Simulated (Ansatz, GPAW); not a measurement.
## CdS: programs and potentials compared

```
CELL_PARAMETERS angstrom
0.00000 2.91650 2.91650
2.91650 0.00000 2.91650
2.91650 2.91650 0.00000
ATOMIC_POSITIONS crystal
Cd 0.00000 0.00000 0.00000
S 0.75000 0.75000 0.75000
```

Alike in all runs: task single point; functional PBE; k mesh 8 × 8 × 8; occupations gaussian, width 0.022 eV; no spin polarisation; no spin-orbit coupling. Pressure is positive in compression and, in plane waves, holds the error of the finite cutoff, which Ansatz's Pulay term estimates and takes out.

```csv
program and potentials,plane-wave cutoff (eV),notes,band gap (eV),pressure (GPa)
"Ansatz, Ansatz PAW",420,13 valence electrons an atom on average; Pulay term of +0.04 GPa included,1.15,2.85
"Ansatz, all-electron LAPW, scalar-relativistic",-,-,1.15,2.88
"GPAW, GPAW PAW data sets (gpaw-data 1.2.1)",600,9 valence electrons an atom on average,1.13,2.60
```

The band gap spans 1.13 (GPAW, GPAW PAW data sets (gpaw-data 1.2.1)) to 1.15 eV (Ansatz, all-electron LAPW, scalar-relativistic), with all-electron results at 1.15. The pressure spans 2.60 (GPAW, GPAW PAW data sets (gpaw-data 1.2.1)) to 2.88 GPa (Ansatz, all-electron LAPW, scalar-relativistic), with all-electron results at 2.88.

The functional is the same throughout but for its coding, so the spread measures potentials, basis and numerics; runs on potential files found faulty are left out.

The gap hardly depends on how the core is treated: Ansatz PAW and all-electron LAPW both give 1.15 eV, and GPAW gives 1.13 eV. All three lie far below the measured gap of CdS. Agreement with the all-electron result places that shortfall in the functional, not in the potentials. PBE lacks the derivative discontinuity and also leaves the Cd 4d states too shallow, so that their repulsion with S 3p pushes the valence-band top up.

Pressure separates the runs more clearly. Ansatz PAW stays close to the all-electron 2.88 GPa, whereas GPAW gives 2.60 GPa. The smaller valence count in GPAW suggests that the Cd 4s and 4p shells are frozen, which may account for part of the difference, alongside data-set construction and any remaining basis error. The positive sign in every run means that PBE favours a larger cell than the one used, in line with its usual underbinding of such semiconductors. A single volume does not show how far the equilibrium lattice constants would differ.
